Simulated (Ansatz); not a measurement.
**Ca: course of a relaxation**

Theory: DFT PBE, scalar-relativistic, plane waves, PAW in Ansatz 0.2.0. Settings: 420 eV cutoff, 20×20×20 k-mesh, Gaussian smearing of 0.10 eV, no spin polarisation.

What was changed: relaxed at 60 GPa.

Other phases may be more stable at this pressure.

Command:

```bash
ansatz run input.yaml --threads 1 --pin off --max-ram 1331MiB --backend cpu --events-out ev --progress --plain --runs-dir out
```

Input:

```yaml
crystal:
  lattice:
    - [-1.5328929709, 1.5328929709, 2.1641875322]
    - [1.5328929709, -1.5328929709, 2.1641875322]
    - [1.5328929709, 1.5328929709, -2.1641875322]
  atoms:
    - { symbol: Ca, position: [0.5, 0.5, 0.0] }
basis:
  ecutwfc: 420
kpoints:
  mp_grid: { grid: [20, 20, 20] }
hamiltonian:
  xc: pbe
scf:
  occupations: { method: gaussian, width: 0.1 }
output:
  forces: true
  stress: true
  eigenvalues: true
relax:
  adjacent_minimum: "off"
  f_tol: 0.008
  max_steps: 50
  cell: { stress_tol: 0.08, p_target: 60.0 }
```

F is the free energy. Steps run on the plane waves of an earlier cell, but the last one, and at times one on the way, on a freshly chosen basis, so a repeated geometry can differ a little in energy. The relaxation lowers the enthalpy F + PV at the target pressure, so F itself can rise.

Steps:

| step | F − F(1) (eV) | largest force component (eV/Å) | V (Å³/atom) | P (GPa) |
| --- | --- | --- | --- | --- |
| 1 | 0.0000 | 0.000 | 20.341 | 36.84 |
| 2 | 0.7790 | 0.000 | 17.510 | 52.19 |
| 3 | 1.1821 | 0.000 | 16.355 | 59.92 |
| 4 | 1.1864 | 0.000 | 16.344 | 60.00 |
| 5 | 1.1865 | 0.000 | 16.344 | 60.00 |

Relaxed structure:

```
CELL_PARAMETERS angstrom
-1.42508 1.42508 2.01193
1.42508 -1.42508 2.01193
1.42508 1.42508 -2.01193
ATOMIC_POSITIONS crystal
Ca 0.50000 0.50000 0.00000
```

It takes space group Fm-3m (No. 225, cubic). The conventional cell has a = 4.028 Å, b = 4.028 Å, c = 4.028 Å, α = 90.00°, β = 90.00°, γ = 90.00°. Around Ca (site symmetry m-3m) lie 12 Ca at 2.85 Å.

The run converged. The run took of the order of 40 core-seconds.